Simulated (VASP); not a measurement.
**MgO: single point with PBE**

The system is MgO.

```xyz
4
Lattice="3.1761 0.0000 0.0000 -1.5880 2.7506 0.0000 0.0000 0.0000 5.0834" Properties=species:S:1:pos:R:3 pbc="T T T"
Mg    0.0000    1.8337   -0.0910
Mg    1.5880    0.9169    2.4507
O     0.0000    1.8337    2.1478
O     1.5880    0.9169    4.6895
```

Measurements of this composition are mostly on another form, of space group No. 225.

The cell isn't the ideal one: strained and moved within a subgroup.

```yaml
Program: VASP 6.6.1
Task: single point
Functional: PBE
Potentials_or_basis: VASP PAW PBE potentials, release 64 (Mg, O)
Cutoff: 520 eV
k_mesh: 9 × 9 × 6
Occupations: gaussian, width 0.02 eV
Spin: no spin polarisation
```

The pressure is 17.3 GPa. The largest force is 1.019 eV/Å and the band gap on the k mesh is 3.58 eV, direct.

Forces in eV/Å, atoms in the order of the input:
```
Mg   0.000  0.000  1.019
Mg   0.000  0.000  1.019
O    0.000  0.000 -1.019
O    0.000  0.000 -1.019
```

Stress tensor (GPa, compression positive):
```
28.27  0.00  0.00
 0.00 28.27  0.00
 0.00  0.00 -4.62
```

Levels at points of the mesh, in eV from the valence-band top:
| k point | band 5 | band 6 | band 7 | band 8 | band 9 | band 10 | band 11 | band 12 |
| --- | --- | --- | --- | --- | --- | --- | --- | --- |
| (0.00, 0.00, 0.00) | -1.02 | -0.73 | -0.73 | 0.00 | 3.58 | 9.27 | 10.29 | 15.16 |
| (0.00, 0.00, 0.50) | -0.88 | -0.88 | -0.88 | -0.88 | 6.31 | 6.31 | 13.17 | 13.17 |

It took 10 s on 1 thread of Intel(R) Xeon(R) 6975P-C (Granite Rapids), on a shared host, peak memory 0.17 GiB.

Caveat: so large a pressure means that the cell lies far from this level's equilibrium, or that cutoff or potentials fall short; an odd mesh through Γ misses points on the zone boundary, where band edges often lie; forces of over 1 eV/Å show positions far from the minimum, so gaps and moduli don't describe the material at rest.
